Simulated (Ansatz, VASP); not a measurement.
One calculation of La, two programs

INCAR

```
SYSTEM = La
PREC = Accurate
ENCUT = 520
EDIFF = 1E-6
ISMEAR = -1
SIGMA = 0.1
LREAL = .False.
LASPH = .True.
NELM = 80
ALGO = Normal
ISIF = 2
LWAVE = .False.
LCHARG = .False.
GGA = CA
NBANDS = 18
```

KPOINTS

```
Automatic mesh
0
Gamma
  11 11 6
  0 0 0
```

POSCAR

```
La
1.0
    3.5793668854      0.0000000000      0.0000000000
   -1.7896834427      3.0998226522      0.0000000000
    0.0000000000      0.0000000000      5.9142931578
La
2
Direct
    0.3333333333      0.6666666667      0.2500000000
    0.6666666667      0.3333333333      0.7500000000
```

Input for Ansatz:

```yaml
crystal:
  lattice:
    - [3.5793668854, 0.0, 0.0]
    - [-1.7896834427, 3.0998226522, 0.0]
    - [0.0, 0.0, 5.9142931578]
  atoms:
    - { symbol: La, position: [0.3333333333, 0.6666666667, 0.25] }
    - { symbol: La, position: [0.6666666667, 0.3333333333, 0.75] }
hamiltonian:
  xc: lda
  pseudopotentials:
    kind: paw
    azcp:
      La: "pseudopotentials/La.paw.azcp"
basis:
  ecutwfc: 420
  fft_grid_basis: typed
kpoints:
  mp_grid: { grid: [11, 11, 6], shift: [0, 0, 0] }
magnetization:
  spin_polarized: false
scf:
  occupations: { method: fermi_dirac, width: 0.1 }
  lower_state_search: "off"
output:
  stress: true
```

Alike in both runs: task single point; functional LDA; k mesh 11 × 11 × 6; occupations fermi-dirac, width 0.1 eV; no spin polarisation.

|  | VASP | Ansatz |
| --- | --- | --- |
| version | VASP 6.6.1 | Ansatz 0.2.0 |
| potentials or method | VASP PAW LDA potentials, release 64 (La) | plane waves (420 eV) with PAW, scalar-relativistic |
| plane-wave cutoff (eV) | 520 | 420 |
| valence electrons in the cell | 22 | 22 |

```tsv
	VASP	Ansatz	Ansatz less VASP
pressure (GPa)	-0.2	-0.1	+0.10
largest component of the traceless stress (GPa)	0.13	0.13	+0.003
```

Ansatz warned: «pseudo_functional_mismatch».

The runs have no spin-orbit coupling, so splittings on La are missing.
